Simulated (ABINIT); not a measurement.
Crystal: TaSi2.

```
Ta Si
1.0
     4.78000    0.00000    0.00000
    -2.39000    4.13960    0.00000
     0.00000    0.00000    6.56400
Ta Si
3 6
Direct
  0.00000 0.50000 0.16667
  0.50000 0.50000 0.83333
  0.50000 0.00000 0.50000
  0.33330 0.16665 0.16667
  0.16665 0.83335 0.83333
  0.83335 0.66670 0.50000
  0.66670 0.83335 0.16667
  0.83335 0.16665 0.83333
  0.16665 0.33330 0.50000
```

Base run:

```yaml
Program: ABINIT 10.8.3 (patched build)
Functional: PBEsol
Potentials_or_basis: PseudoDojo NC SR PBEsol v0.4.1 standard
Cutoff: 789 eV
k_mesh: 7 × 7 × 4
Occupations: fermi-dirac, width 0.05 eV
Spin: no spin polarisation
```

Its results: band gap on the k mesh none (metal or under the smearing width); pressure -1.3 GPa; largest force 0.746 eV/Å.

**Question.** The run is repeated on the same cell with these changes: functional from PBEsol to LDA; potentials or basis from PseudoDojo NC SR PBEsol v0.4.1 standard to JTH PAW LDA v2.0; cutoff from 789 eV to 517 eV. What comes out?

**Answer.** Band gap on the k mesh none (metal or under the smearing width); pressure -4.8 GPa; largest force 0.696 eV/Å.

Caveats: the cell's inner coordinates are idealised or old, which leaves forces on the atoms; spin-orbit coupling is left out, which moves the levels of the heavy elements (some runs).
